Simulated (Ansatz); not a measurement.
## Zone-centre phonons of SiC: input and output

All numbers below come from DFT PBEsol, scalar-relativistic, plane waves, PAW (Ansatz).

Launched with:
```bash
ansatz run input.yaml --threads 1 --pin off --max-ram 4096MiB --backend cpu --events-out ev --progress --plain --runs-dir out
```

Input (bare energies are in eV):
```yaml
crystal:
  lattice:
    - [0.0, 2.1784203175, 2.1784203175]
    - [2.1784203175, 0.0, 2.1784203175]
    - [2.1784203175, 2.1784203175, 0.0]
  atoms:
    - { symbol: Si, position: [0.0, 0.0, 0.0] }
    - { symbol: C, position: [0.25, 0.25, 0.25] }
basis:
  ecutwfc: 420
kpoints:
  mp_grid: { grid: [10, 10, 10] }
hamiltonian:
  xc: pbesol
scf:
  occupations: { method: fixed }
output:
  eigenvalues: true
phonons:
  method: dfpt
  dielectric: true
  rigid_motions: translations
  raman: true
  eigenvectors: true
```

Results section of the output:
```
--- Phonons (Γ-DFPT): 2 representative perturbations + reference, on 171 of 1000 k-points (Σ response iterations 6) ---
  k mesh reduced under 4 symmetry operations, with k and −k counted as one. Each operation leaves every solved perturbation unchanged. A smaller set is not considered because the run solves the response ...
  ASR residual: 2.282e-5 → 0.000e0 eV/Å²; symmetrization residual: 3.088e-7 eV/Å²
  ASR residual per site (eV/Å²): 2.74e-6 2.28e-5
  Γ frequencies (cm⁻¹): 0.00 0.00 0.00 786.53 786.53 786.53
  ε∞ (high-frequency dielectric tensor):
        7.056523     0.000000    -0.000000
        0.000000     7.056523     0.000000
       -0.000000     0.000000     7.056523
  ε⁰ (static dielectric tensor: ions relaxed, cell fixed):
       10.436702     0.000000    -0.000000
        0.000000    10.436702     0.000000
       -0.000000     0.000000    10.436702
  ε⁰ − ε∞ (ionic part):
        3.380179    -0.000000     0.000000
       -0.000000     3.380179     0.000000
        0.000000     0.000000     3.380179
  softest optical mode at Γ: 786.53 cm⁻¹; the repairs (sum rule, projections) moved no ω² at Γ by more than (0.75 cm⁻¹)²
  Born effective charges Z* (e; rows j = field, columns β = displacement):
    site 0:
         2.71881   -0.00000    0.00000
        -0.00000    2.71881    0.00000
         0.00000    0.00000    2.71881
    site 1:
        -2.71881    0.00000   -0.00000
         0.00000   -2.71881   -0.00000
        -0.00000   -0.00000   -2.71881
  Z* charge neutrality: 7.958e-4 e pre-enforcement
  solved inside a basis spanned on kpoints, on 12×12×12 k-points transformed towards the longest dipole: ε∞ is read to err by 2.0e-2, Z* by 9.4e-3 e (field_mesh: kpoints solves on kpoints); Z* is corrected for ...
  Raman tensors (in the event stream and the table raman_tensors.tsv): an entry may err by 7.8e-4 Å², one of the second-order susceptibility by 8.7e-3 pm/V (basis, points and sum rule); their sum over the sites missed zero by 1.151e-7 Å² ...
  optical modes at Γ without the LO–TO term, one row a degenerate level:
      ω (cm⁻¹) modes IR ((D/Å)²/amu) static Raman (Å⁴/amu) depolarisation
        786.53      3            60.8118                34.5970           0.750
  optical modes at Γ + LO–TO along q̂ = [1.0000, 0.0000, 0.0000]:
      ω (cm⁻¹) modes IR ((D/Å)²/amu) static Raman (Å⁴/amu) depolarisation
        786.53      2            40.5412                23.0646           0.750
        956.54      1            20.2706                57.6737           0.750
  optical modes at Γ + LO–TO along q̂ = [0.0000, 1.0000, 0.0000]:
      ω (cm⁻¹) modes IR ((D/Å)²/amu) static Raman (Å⁴/amu) depolarisation
        786.53      2            40.5412                23.0646           0.750
        956.54      1            20.2706                57.6737           0.750
  optical modes at Γ + LO–TO along q̂ = [0.0000, 0.0000, 1.0000]:
      ω (cm⁻¹) modes IR ((D/Å)²/amu) static Raman (Å⁴/amu) depolarisation
        786.53      2            40.5412                23.0646           0.750
        956.54      1            20.2706                57.6737           0.750
```

The run took 93 s on 1 thread of Arm Neoverse V2 (shared host), peak memory 0.67 GiB.